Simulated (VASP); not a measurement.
# MoS2 (R3m) in VASP: a series of runs

One crystal, MoS2, is run at these levels: HSE06; tasks: single point.

All numbers are computed with VASP 6.6.1; they aren't measurements. Logs are shortened: lines on timing, memory, paths and dates and some standing lists are left out, and cuts for length are marked.

## Step 1: The structure

The structure is trigonal, space group R3m (No. 160). Conventional cell: a = 3.163 Å, b = 3.163 Å, c = 18.370 Å, α = 90.00°, β = 90.00°, γ = 120.00°. Around Mo (site symmetry 3m) lie 6 S at 2.36 Å. S (site symmetry 3m) has 3 Mo at 2.36 Å as nearest neighbours. Around S (site symmetry 3m) lie 3 Mo at 2.36 Å.

Measurements of this composition are mostly on another form, of space group No. 194.

## Step 2: Single point, HSE06, collinear spin, ferromagnetic start

The input, POSCAR:

```
MoS2
1.0
    1.5814998900      0.9130793900      6.1233282100
   -1.5814998900      0.9130793900      6.1233282100
    0.0000000000     -3.6523175600     12.2466564200
Mo S
2 4
Direct
    0.0000000000      0.0000000000      0.0000000000
    0.0000000000      0.0000000000      0.5000000000
    0.7484000000      0.7484000000      0.3742000000
    0.5849000000      0.5849000000      0.2924500000
    0.7484000000      0.7484000000      0.8742000000
    0.5849000000      0.5849000000      0.7924500000
```

The input, INCAR.step1:

```
PREC     = Accurate       # precision mode
ENCUT    = 450            # plane-wave cutoff, eV
EDIFF    = 1E-5           # SCF threshold, eV
ISMEAR   = 0              # smearing method
SIGMA    = 0.05           # smearing width, eV
LREAL    = False          # projectors in reciprocal space
LASPH    = True           # aspherical terms in the spheres
NELM     = 80             # most SCF steps
ALGO     = Normal         # electronic algorithm
ISIF     = 2              # what is computed and relaxed
LWAVE    = True           # write WAVECAR
LCHARG   = False          # write CHGCAR
ISPIN    = 2              # spin polarisation
MAGMOM   = 1 1 0 0 0 0    # initial moments
LORBIT   = 11             # projections on sites
LMAXMIX  = 4              # l up to which the mixer works
GGA      = PE             # functional
```

The input, INCAR.step2:

```
PREC     = Accurate       # precision mode
ENCUT    = 450            # plane-wave cutoff, eV
EDIFF    = 1E-6           # SCF threshold, eV
ISMEAR   = 0              # smearing method
SIGMA    = 0.05           # smearing width, eV
LREAL    = False          # projectors in reciprocal space
LASPH    = True           # aspherical terms in the spheres
NELM     = 80             # most SCF steps
ALGO     = Normal         # electronic algorithm
ISIF     = 2              # what is computed and relaxed
LWAVE    = False          # write WAVECAR
LCHARG   = False          # write CHGCAR
ISPIN    = 2              # spin polarisation
MAGMOM   = 1 1 0 0 0 0    # initial moments
LORBIT   = 11             # projections on sites
LMAXMIX  = 4              # l up to which the mixer works
GGA      = PE             # functional
LHFCALC  = True           # exact exchange
HFSCREEN = 0.2            # screening, 1/A
PRECFOCK = Fast         
ISTART   = 1
```

The input, KPOINTS:

```
Automatic mesh
0
Gamma
  3 3 2
```

Potentials or basis: VASP PAW PBE potentials, release 64 (Mo_sv, S).

Command:

```console
> cat potpaw_PBE.64/Mo_sv/POTCAR potpaw_PBE.64/S/POTCAR > POTCAR
> cp INCAR.step1 INCAR
> mpirun -np 1 vasp_std > vasp.out
> cp INCAR.step2 INCAR
> mpirun -np 1 vasp_std > vasp.out
```

OUTCAR:

```text
PREC = Accurate
   ENCUT = 450
   EDIFF = 1E-6
   ISMEAR = 0
   LREAL = False
   LASPH = True
   NELM = 80
   ISIF = 2
   ISPIN = 2
   LORBIT = 11
   GGA = PE
   LHFCALC = True
   HFSCREEN = 0.2
   PRECFOCK = Fast
   ISTART = 1

 ion  position               nearest neighbor table
   1  0.000  0.000  0.000-   5 2.36   5 2.36   3 2.36   6 2.36   6 2.36   4 2.36   2 3.16   2 3.16
                             2 3.16   2 3.16
   2  0.000  0.000  0.500-   3 2.36   3 2.36   5 2.36   4 2.36   4 2.36   6 2.36   1 3.16   1 3.16
                             1 3.16   1 3.16
   3  0.748  0.748  0.374-   2 2.36   2 2.36   1 2.36
   4  0.585  0.585  0.292-   2 2.36   2 2.36   1 2.36
   5  0.748  0.748  0.874-   1 2.36   1 2.36   2 2.36
   6  0.585  0.585  0.792-   1 2.36   1 2.36   2 2.36

  LATTYP: Found a base centered monoclinic cell.
 ALAT       =    12.3820615957
 B/A-ratio  =     0.2554501733
 C/A-ratio  =     0.4424526802
 COS(beta)  =    -0.1474842267

  Lattice vectors:

 A1 = (   1.5814998900,   0.9130793900,   6.1233282100)
 A2 = (  -1.5814998900,   0.9130793900,   6.1233282100)
 A3 = (   0.0000000000,  -5.4784763400,   0.0000000000)

Analysis of symmetry for initial positions (statically):
=====================================================================
 Subroutine PRICEL returns following result:

  LATTYP: Found a trigonal (rhomboedric) cell.
 ALAT       =     6.3898360106
 COS(alpha) =     0.8774851015
[... 12 lines left out ...]
 Subroutine GETGRP returns: Found  2 space group operations
 (whereof  2 operations were pure point group operations)
 out of a pool of  4 trial point group operations.

The static configuration has the point symmetry C_1h.

Analysis of symmetry for dynamics (positions and initial velocities):
=====================================================================
 Subroutine PRICEL returns following result:

  LATTYP: Found a trigonal (rhomboedric) cell.
 ALAT       =     6.3898360106
 COS(alpha) =     0.8774851015
[... 12 lines left out ...]
 Subroutine GETGRP returns: Found  2 space group operations
 (whereof  2 operations were pure point group operations)
 out of a pool of  4 trial point group operations.

The dynamic configuration has the point symmetry C_1h.

Analysis of structural, dynamic, and magnetic symmetry:
=====================================================================
 Subroutine PRICEL returns following result:

  LATTYP: Found a trigonal (rhomboedric) cell.
 ALAT       =     6.3898360106
 COS(alpha) =     0.8774851015
[... 12 lines left out ...]
 Subroutine GETGRP returns: Found  2 space group operations
 (whereof  2 operations were pure point group operations)
 out of a pool of  4 trial point group operations.

The overall configuration has the point symmetry C_1h.

 Subroutine INISYM returns: Found  2 space group operations
 (whereof  2 operations are pure point group operations),
 and found     2 'primitive' translations

----------------------------------------------------------------------------------------

                                     Primitive cell

  volume of cell :      53.0538

  direct lattice vectors                    reciprocal lattice vectors
     1.581499890  0.913079390  6.123328210     0.316155571  0.182532503  0.054436627
    -1.581499890  0.913079390  6.123328210    -0.316155571  0.182532503  0.054436627
     0.000000000 -1.826158780  6.123328210     0.000000000 -0.365065006  0.054436627

  length of vectors
     6.389836011  6.389836011  6.389836012     0.369101349  0.369101349  0.369101348

  position of ions in fractional coordinates (direct lattice)
     0.000000000  0.000000000  0.000000000
     0.748400000  0.748400000  0.748400000
     0.584900000  0.584900000  0.584900000

  ion indices of the primitive-cell ions
   primitive index   ion index
                 1           1
                 2           5
                 3           6

----------------------------------------------------------------------------------------

 KPOINTS: Automatic mesh

Automatic generation of k-mesh.
 Grid dimensions read from file:
 generate k-points for:    3    3    2

 Generating k-lattice:

  Cartesian coordinates                     Fractional coordinates (reciprocal lattice)
     0.105385190  0.060844168  0.018145542     0.333333333 -0.000000000  0.000000000
    -0.105385190  0.060844168  0.018145542    -0.000000000  0.333333333  0.000000000
     0.000000000 -0.091266252  0.013609157     0.000000000  0.000000000  0.500000000

  Length of vectors
     0.123033783  0.123033783  0.092275337

  Shift w.r.t. Gamma in fractional coordinates (k-lattice)
     0.000000000  0.000000000  0.000000000

 Subroutine IBZKPT returns following result:
 ===========================================

 Found      8 irreducible k-points:

 Following reciprocal coordinates:
            Coordinates               Weight
  0.000000  0.000000  0.000000      1.000000
  0.333333 -0.000000  0.000000      4.000000
  0.333333  0.333333  0.000000      2.000000
 -0.333333  0.333333  0.000000      2.000000
 -0.000000 -0.000000  0.500000      1.000000
  0.333333  0.000000  0.500000      4.000000
  0.333333  0.333333  0.500000      2.000000
 -0.333333  0.333333  0.500000      2.000000
   k-points           NKPTS =      8   k-points in BZ     NKDIM =     18   number of bands    NBANDS=     32
   number of dos      NEDOS =    301   number of ions     NIONS =      6
   total plane-waves  NPLWV = 207360
   dimension x,y,z NGX =    48 NGY =   48 NGZ =   90
   dimension x,y,z NGXF=    96 NGYF=   96 NGZF=  180
   ions per type =               2   4
   NGX,Y,Z   is equivalent  to a cutoff of  12.49, 12.49, 11.71 a.u.
   NGXF,Y,Z  is equivalent  to a cutoff of  24.98, 24.98, 23.42 a.u.
 SYSTEM =  unknown system
   PREC   = accura    normal or accurate (medium, high low for compatibility)
   ISTART =      1    job   : 0-new  1-cont  2-samecut
   ICHARG =      0    charge: 1-file 2-atom 10-const
   ISPIN  =      2    spin polarized calculation?
   LNONCOLLINEAR =      F non collinear calculations
   LSORBIT =      F    spin-orbit coupling
   LASPH  =      T    aspherical Exc in radial PAW
   ENCUT  =  450.0 eV  33.07 Ry    5.75 a.u.  11.05 11.05 22.10*2*pi/ulx,y,z
   NELM   =     80;   NELMIN=  2; NELMDL=  0     # of ELM steps
   EDIFF  = 0.1E-05   stopping-criterion for ELM
   LREAL  =      F    real-space projection
   EDIFFG = 0.1E-04   stopping-criterion for IOM
   NSW    =      0    number of steps for IOM
   IBRION =     -1    ionic relax: 0-MD 1-quasi-New 2-CG
   NFREE  =      0    steps in history (QN), initial steepest desc. (CG)
   ISIF   =      2    stress and relaxation
   ISYM   =      3    0-nonsym 1-usesym 2-fastsym
   POTIM  = 0.5000    time-step for ionic-motion
   TEBEG  =    0.0;   TEEND  =   0.0 temperature during run
   PSTRESS=    0.0 pullay stress
   NELECT =      52.0000    total number of electrons
   NUPDOWN=      -1.0000    fix difference up-down
   EMIN   =  10.00;   EMAX   =-10.00  energy-range for DOS
   EFERMI =   0.00;   METHOD = LEGACY
   ISMEAR =     0;   SIGMA  =   0.05  broadening in eV -4-tet -1-fermi 0-gaus
   EFERMI_NEDOS =   21; number of points for ismear=-14 and -15
   IALGO  =     38    algorithm
   IMIX   =      1    mixing-type and parameters
     AMIX     =   0.40;   BMIX     =  1.00
     AMIX_MAG =   1.60;   BMIX_MAG =  1.00
  volume/ion in A,a.u.               =      17.68       119.34
  Fermi-wavevector in a.u.,A,eV,Ry     =   1.290705  2.439079 22.666222  1.665920
  Thomas-Fermi vector in A             =   2.422520
   LORBIT       =     11    0 simple, 1 ext, 2 COOP (PROOUT), +10 PAW based schemes
   GGA     = PE    functional components
   LHFCALC =     T    Hartree Fock is set to
   PRECFOCK=fast      Normal, Fast or Accurate (Low or Medium for compatibility)
   ENCUT4O =  -1.0   cutoff for four orbital integrals eV
   NKREDX  =     1    reduce k-point grid by
   NKREDY  =     1    reduce k-point grid by
   NKREDZ  =     1    reduce k-point grid by
   AEXX    =    0.2500 exact exchange contribution
   HFSCREEN=    0.2000 screening length (either q_TF or 0.3 A-1)
   HFSCREENC=   0.2000 screening length for correlation (either q_TF or 0.3 A-1)
   ENCUTFOCK=  -1.0 apply spherical cutoff to Coloumb kernel
   IVDW    =     0    specifies the selected vdW correction
   LEPSILON=     F    determine dielectric tensor
   LRPA    =     F    only Hartree local field effects (RPA)
 spin polarized calculation
 Gauss-broadening in eV      SIGMA  =   0.05
  energy-cutoff  :      450.00
  volume of cell :      106.11
 maximum number of plane-waves:      2314
 NGX is ok and might be reduce to    48
  NGX = 24; NGY = 24; NGZ = 48

 number of electron      51.9999996 magnetization       0.0000000

 Free energy of the ion-electron system (eV)
  ---------------------------------------------------
  ext. energy  EPLUGINS =         0.00000000
  ---------------------------------------------------
  free energy    TOTEN  =       -52.45408030 eV

  energy without entropy =      -52.45408030  energy(sigma->0) =      -52.45408030

 E-fermi :   7.4241     XC(G=0):  -8.8941

 val. band max:        7.0542632114   @ k =   0.3333   0.3333   0.5000
 cond. band min:       8.6162580284   @ k =  -0.3333   0.3333   0.0000
 fundamental gap:      1.5619948170
 Fermi energy:         7.4240778363

 spin component 1

 k-point     1 :       0.0000    0.0000    0.0000
  band No.  band energies     occupation
      1     -58.2603      1.00000
      2     -58.2098      1.00000
      3     -31.2803      1.00000
      4     -31.0463      1.00000
      5     -30.9431      1.00000
      6     -30.8565      1.00000
[... 269 lines left out ...]
     31      10.8961      0.00000
     32      10.8961      0.00000
 Fermi energy:         7.4240778363

 spin component 2

 k-point     1 :       0.0000    0.0000    0.0000
  band No.  band energies     occupation
      1     -58.2603      1.00000
      2     -58.2098      1.00000
      3     -31.2803      1.00000
      4     -31.0463      1.00000
      5     -30.9431      1.00000
      6     -30.8565      1.00000
[... 269 lines left out ...]
     31      10.8961      0.00000
     32      10.8961      0.00000

------------------------ aborting loop because EDIFF is reached ----------------------------------------

  FORCE on cell =-STRESS in cart. coord.  units (eV):
  Direction    XX          YY          ZZ          XY          YZ          ZX
  --------------------------------------------------------------------------------------
  -------------------------------------------------------------------------------------
  Total        1.6420646      0.4150871      5.7887318      0.0000000      0.1516057      0.0000000
  in kB       24.7944421      6.2676297     87.4072629      0.0000000      2.2891776      0.0000000
  external PRESSURE =      39.4897782 kB  Pullay stress =       0.0000000 kB

 VOLUME and BASIS-vectors are now :
 -----------------------------------------------------------------------------
  energy-cutoff  :      450.00
  volume of cell :      106.11
      direct lattice vectors                 reciprocal lattice vectors
     1.581499890  0.913079390  6.123328210     0.316155571  0.182532503  0.054436627
    -1.581499890  0.913079390  6.123328210    -0.316155571  0.182532503  0.054436627
     0.000000000 -3.652317560 12.246656420     0.000000000 -0.182532503  0.027218313

 POSITION                                       TOTAL-FORCE (eV/Angst)
 -----------------------------------------------------------------------------------
      0.00000      0.00000      0.00000         0.000000      0.124190      0.010676
      0.00000     -1.82616      6.12333         0.000000      0.124190      0.010676
      0.00000     -0.00000     13.74810         0.000000     -0.080117      0.697672
      0.00000     -0.00000     10.74460         0.000000     -0.044073     -0.708348
      0.00000     -1.82616     19.87142         0.000000     -0.080117      0.697672
      0.00000     -1.82616     16.86793         0.000000     -0.044073     -0.708348
 -----------------------------------------------------------------------------------
    total drift:                                0.000001     -0.000070     -0.000048

  FREE ENERGIE OF THE ION-ELECTRON SYSTEM (eV)
  ---------------------------------------------------
  free  energy   TOTEN  =       -52.4540803006 eV

  energy  without entropy=      -52.4540803006  energy(sigma->0) =      -52.45408030

 total charge

# of ion       s       p       d       tot
------------------------------------------
    1        2.307   6.249   3.983  12.540
    2        2.307   6.249   3.983  12.540
    3        1.359   2.376   0.000   3.734
    4        1.359   2.375   0.000   3.735
    5        1.359   2.376   0.000   3.734
    6        1.359   2.375   0.000   3.735
--------------------------------------------------
tot         10.050  22.001   7.967  40.017

 magnetization (x)

# of ion       s       p       d       tot
------------------------------------------
    1        0.000  -0.000  -0.000  -0.000
    2        0.000  -0.000  -0.000  -0.000
    3        0.000   0.000   0.000   0.000
    4        0.000   0.000   0.000   0.000
    5        0.000   0.000   0.000   0.000
    6        0.000   0.000   0.000   0.000
--------------------------------------------------
tot          0.000   0.000  -0.000  -0.000
```

Run time: 49 min. Hardware: 1 thread of Intel Xeon Platinum 8559C (Emerald Rapids), shared host; peak memory 0.72 GiB.

Results:

- Free energy: -52.4541 eV
- Pressure: 3.9 GPa
- Largest force: 0.710 eV/Å
- Band gap on the k mesh: 1.56 eV
- Net moment: 0.00 μB per cell
- Valence electrons inside the program's atomic spheres: Mo 12.54; S 3.73

Forces in eV/Å, atoms in the order of the input:
```
Mo   0.000  0.124  0.011
Mo   0.000  0.124  0.011
S    0.000 -0.080  0.698
S    0.000 -0.044 -0.708
S    0.000 -0.080  0.698
S    0.000 -0.044 -0.708
```

Stress tensor (GPa, compression positive):
```
2.48 0.00 0.00
0.00 0.63 0.23
0.00 0.23 8.74
```

Caveat: the k mesh is coarse (spacing up to 0.77 Å⁻¹), so the values aren't converged, least of all with exact exchange; the PAW data sets were made with another functional, which shifts forces and pressure a little; an odd mesh through Γ misses points on the zone boundary, where band edges often lie.

(Part 1 of 2 ends here.)
